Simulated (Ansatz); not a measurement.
# SnSe (Fm-3m) in Ansatz: further runs

The runs below take SnSe through single point, relaxation of cell and atoms, with PBE, PBEsol+D4.

Program: Ansatz 0.2.0. These are calculated values, not measurements. Logs are shortened: lines on timing, memory, paths and dates and some standing lists are left out, and cuts for length are marked.

## 1. Starting point

Symmetry: Fm-3m, No. 225, cubic system. The conventional cell has a = 6.020 Å, b = 6.020 Å, c = 6.020 Å, α = 90.00°, β = 90.00°, γ = 90.00°. Sn (site symmetry m-3m) has 6 Se at 3.01 Å as nearest neighbours. Around Se (site symmetry m-3m) lie 6 Sn at 3.01 Å.

Measurements of this composition are mostly on another form, of space group No. 62.

## 2. Single point, PBE

input.yaml reads:

```yaml
crystal:
  lattice:
    - [0.0, 3.01, 3.01]
    - [3.01, 0.0, 3.01]
    - [3.01, 3.01, 0.0]
  atoms:
    - { symbol: Sn, position: [0.0, 0.0, 0.0] }
    - { symbol: Se, position: [0.5, 0.5, 0.5] }
kpoints:
  mp_grid: { grid: [8, 8, 8] }
scf:
  occupations: { method: gaussian, width: 0.028 }
hamiltonian:
  xc: pbe
  pseudopotentials: { kind: all_electron, lapw: { basis_error: 0.001 } }
output:
  forces: true
  stress: true
  eigenvalues: true
```

Potentials or basis: all-electron LAPW, scalar-relativistic.

Launch:

```sh
$ ansatz run input.yaml --threads 1 --pin off --max-ram 3072MiB --backend cpu --events-out ev --progress --plain --runs-dir out
```

Standard output:

```text
Warning: RAYON_NUM_THREADS=1 ignored (pool sized by the plan → 1); use --threads N
LAPW: plane waves up to 7.060 Å⁻¹, error target 1.0e-3 eV per atom; small_component_spin mean_spin; Se in spheres of 1.433 Å, 24 of its electrons in bands, Dirac shells []; Sn in spheres of 1.577 Å, 22 of its electrons in bands, Dirac shells [] (how accurate: hamiltonian.pseudopotentials.lapw.basis_error, Limitations)
Engine: ansatz 0.2.0, x86_64-unknown-linux-gnu
Pseudopotentials: kind: all_electron
Pseudopotential: Sn, LAPW, valence charge 22, lapw/all_electron/scalar/gaussian/Sn, Koelling and Harmon's equation, gaussian nucleus
Pseudopotential: Se, LAPW, valence charge 24, lapw/all_electron/scalar/gaussian/Se, Koelling and Harmon's equation, gaussian nucleus
Functional definition: PBE
  parameter kappa = 0.804
  parameter beta = 0.06672455060314922
  exchange = pbe_x(kappa = kappa, mu = beta*pi^2/3)
  correlation = pbe_c(beta = beta)
Crystal: 2 atoms, lattice volume = 54.542 Å³
Basis set: ecut = 189.9159135216551 eV, 331 PW (Γ), exchange–correlation at level 2
Bands: 28, of which v1, the nominal top of the filled ones, is band 23 counted from 1 (22 counted from 0)
Symmetry: 48 space group operations
Space group: Fm-3m (ITA 225), of the structure as read, at distance tolerance 3.8e-5 Å
k-points: 29 of 512
Non-local potential: Sn, projectors of the file, none
Non-local potential: Se, projectors of the file, none
Initial density: superposition of atomic densities (chi_scale 0.1, normalization cell, long waves kept (reshape's long-wave potential 0.00 eV rms))
Initial wavefunctions: plane waves of lowest kinetic energy (no species holds an atomic orbital)
Functional: x = pbe(κ = 0.804, μ = 0.2195149727645171), c = pbe(β = 0.06672455060314922)
iter 1 solved again at ethr=1.25e-3 eV; its pass at ethr=1.00e-1 eV (dr2=5.74e-1 eV) is discarded
SCF iter   1: F=—  HF=-234216.153936 eV  |F-HF|=—  |Δ(HF+E_count)|=         —  Δρ=2.15e-2  dr2=5.74e-1  ethr=1.25e-3  ⟨swp⟩=2.2  Hψ=5112  notcnv=0
preconditioner: auto → none  [insulator: Δε(μ)=0.420 eV  Ē_g=18.130 eV  σ=0.028 eV  W_gap=1.00  n_scr=14 (ndim 8)  ℏωp=22.5 eV  f_vac=0.041  D(μ)=0.00/eV (n_scr^D=0)  ε∞_Penn≈2.5]
iter 2 solved again at ethr=3.49e-5 eV; its pass at ethr=1.25e-3 eV (dr2=1.60e-2 eV) is discarded
SCF iter   2: F=—  HF=-234215.990622 eV  |F-HF|=—  |Δ(HF+E_count)|=   1.63e-1  Δρ=5.29e-3  dr2=1.61e-2  ethr=3.49e-5  ⟨swp⟩=2.1  Hψ=4274  notcnv=0  defer=2
SCF iter   3: F=—  HF=-234215.969408 eV  |F-HF|=—  |Δ(HF+E_count)|=   2.12e-2  Δρ=3.21e-3  dr2=8.22e-3  ethr=3.49e-5  ⟨swp⟩=2.4  Hψ=2569  notcnv=0
SCF iter   4: F=—  HF=-234215.971027 eV  |F-HF|=—  |Δ(HF+E_count)|=         —  Δρ=8.43e-4  dr2=4.64e-4  ethr=1.79e-5  ⟨swp⟩=2.0  Hψ=2454  notcnv=0
the basis was enlarged: its passes take 44.3 KiB over the memory plan, 1 of 1 planned eigensolver slots
SCF iter   5: F=—  HF=-234215.971178 eV  |F-HF|=—  |Δ(HF+E_count)|=   1.51e-4  Δρ=1.14e-4  dr2=8.64e-6  ethr=1.01e-6  ⟨swp⟩=2.3  Hψ=2418  notcnv=0
SCF iter   6: F=—  HF=-234215.971186 eV  |F-HF|=—  |Δ(HF+E_count)|=   8.49e-6  Δρ=1.19e-5  dr2=7.79e-8  ethr=1.88e-8  ⟨swp⟩=2.9  Hψ=2492  notcnv=0
SCF iter   7: F=-234215.971186 eV  HF=-234215.971186 eV  |F-HF|=6.98e-9  |Δ(HF+E_count)|=   5.51e-7  Δρ=4.91e-6  dr2=1.69e-8  ethr=1.69e-10  ⟨swp⟩=2.9  Hψ=2508  notcnv=0
SCF 1 converged in 7 iterations: F = -234215.971186 eV  dr2 = 1.69e-8
SCF converged after 7 iterations
Free energy (F): -234215.971186 eV
Harris-Foulkes:  -234215.971186 eV  (|F-HF|=6.98e-9)
Internal energy: -234215.971186 eV  (E = F + TS)
E sigma→0 (E₀):  -234215.971186 eV
Fermi energy:    11.091036 eV
--- Per-component energies (eV) ---
  E_band       = -2324.273555
  E_kinetic    = 244478.034176
  E_xc         = -6892.848159
  E_electrostatic = -471801.157202  (all electrons and nuclei)
  E_smearing   = -0.000000  (= −TS)
  E_closure    = 0.000000  (closes the sum)
  E_atoms      = -234207.782353  (free atoms, spherical and without spin; not in F)
  Σ components = -234215.971186   (vs F -234215.971186, Δ=0.00e0)
  Basis errors (estimates in eV, not in F): energy 3.4e-4 per atom: plane waves 3.3e-4 (1.8e-4 summed), levels above the bands 0.0e0, relativity 5.3e-8, radial functions 1.7e-5, core shells 8.6e-10; eigenvalues (radial functions only) 4.2e-6; not estimated: angular momenta, meshes, grids; target (lapw.basis_error) 1.0e-3; muffin-tin radii Se 1.433 Å, Sn 1.577 Å
--- Forces (eV/Å), atoms counted from 1 ---
  atom   1  Sn    -0.00000000    -0.00000000     0.00000000
  atom   2  Se     0.00000000    -0.00000000     0.00000000
  max |Σ_I F_I| component: 3.62e-31 eV/Å
--- Stress (GPa, compression-positive) ---
        0.922418       0.000000       0.000000
        0.000000       0.922418      -0.000000
        0.000000      -0.000000       0.922418
  P = ⅓ Tr σ = 0.9224 GPa (9.224 kbar)
--- Band table (eV; the first three rows and the last of 29) ---
  k-point 0: bands = ["-197.1969", "-136.6635", "-136.6635", "-136.6635", "-118.8007", "-74.5871", "-74.5871", "-74.5871", "-36.8760", "-36.8760", "-36.8745", "-36.8745", "-36.8745", "-10.8104", "-10.8104", "-10.8104", "-10.8079", "-10.8079", "-3.0666", "5.7356", "8.6122", "8.6122", "8.6122", "15.1216", "15.1216", "15.1216", "16.6740", "16.6740"]
  k-point 1: bands = ["-197.1969", "-136.6635", "-136.6635", "-136.6635", "-118.8007", "-74.5871", "-74.5871", "-74.5871", "-36.8759", "-36.8759", "-36.8745", "-36.8745", "-36.8745", "-10.8101", "-10.8101", "-10.8101", "-10.8076", "-10.8076", "-2.9576", "5.1557", "8.6318", "8.6318", "9.0710", "14.2504", "14.3926", "14.3926", "16.6580", "17.0436"]
  k-point 2: bands = ["-197.1969", "-136.6635", "-136.6635", "-136.6635", "-118.8007", "-74.5871", "-74.5871", "-74.5871", "-36.8759", "-36.8759", "-36.8744", "-36.8744", "-36.8744", "-10.8125", "-10.8125", "-10.8092", "-10.8034", "-10.8034", "-2.6642", "4.0753", "8.6980", "8.6980", "9.8194", "12.9553", "13.2451", "13.2451", "16.9596", "18.0038"]
  k-point 28: bands = ["-197.1969", "-136.6635", "-136.6635", "-136.6635", "-118.8007", "-74.5872", "-74.5872", "-74.5871", "-36.8760", "-36.8759", "-36.8744", "-36.8744", "-36.8743", "-10.8273", "-10.8069", "-10.8051", "-10.8051", "-10.7930", "-1.8323", "3.8969", "6.1014", "6.1014", "9.9935", "12.2977", "15.5695", "15.5695", "18.0285", "18.0285"]
```

Wall time 5.1 s (1 thread of Intel Xeon Platinum 8488C (Sapphire Rapids), shared host); peak memory 0.33 GiB.

Results:

```yaml
Free_energy: -234215.9712 eV
Pressure: 0.9 GPa
Band_gap_on_the_k_mesh: 0.58 eV, direct
```

Caveat: spin-orbit coupling is left out, which moves the levels of the heavy elements. A k mesh can miss the band edges.

## 3. Relaxation of cell and atoms, PBEsol+D4

input.yaml, as its differences from that of step 2:

```diff
@@ -11,5 +11,6 @@
 scf:
-  occupations: { method: gaussian, width: 0.028 }
+  occupations: { method: fermi_dirac, width: 0.05 }
 hamiltonian:
-  xc: pbe
+  xc: pbesol
+  dispersion: d4
   pseudopotentials: { kind: all_electron, lapw: { basis_error: 0.001 } }
@@ -18,2 +19,5 @@
   stress: true
-  eigenvalues: true
+relax:
+  f_tol: 0.005
+  max_steps: 60
+  cell: {}
```

Potentials or basis: all-electron LAPW, scalar-relativistic.

Launch:

```sh
$ ansatz run input.yaml --threads 1 --pin off --max-ram 3072MiB --backend cpu --events-out ev --progress --plain --runs-dir out
```

It took 20 s on 1 thread of Intel Xeon Platinum 8488C (Sapphire Rapids), shared host; peak memory 0.34 GiB.

It converged, with:

| Property | Result |
| --- | --- |
| Free energy | -234097.1814 eV |
| Relaxed volume | 25.65 Å³/atom |
| Relaxed cell | a = 4.171 Å, b = 4.171 Å, c = 4.171 Å, α = 60.00°, β = 60.00°, γ = 60.00° |
| Space group after relaxing (to 0.05 Å) | Fm-3m (No. 225) |
| Energy gained by relaxing | 17.0 meV/atom |
| Ionic steps | 5 |
| Pressure after relaxing | 0.0 GPa |
| Band gap on the k mesh | 0.76 eV |

Step by step:
```csv
step,energy change (eV),largest force (eV/Å),volume (Å³)
1,0.0000,0.0000,54.54
2,-0.0269,0.0000,49.93
3,-0.0338,0.0000,51.46
4,-0.0339,0.0000,51.30
5,-0.0339,0.0000,51.30
```

Final structure:
```yaml
crystal:
  lattice:
    - [0.00000, 2.94916, 2.94916]
    - [2.94916, 0.00000, 2.94916]
    - [2.94916, 2.94916, 0.00000]
  atoms:
    - { symbol: Sn, position: [0.00000, 0.00000, 0.00000] }
    - { symbol: Se, position: [0.50000, 0.50000, 0.50000] }
```

Caveat: spin-orbit coupling is left out, which moves the levels of the heavy elements. A k mesh can miss the band edges.
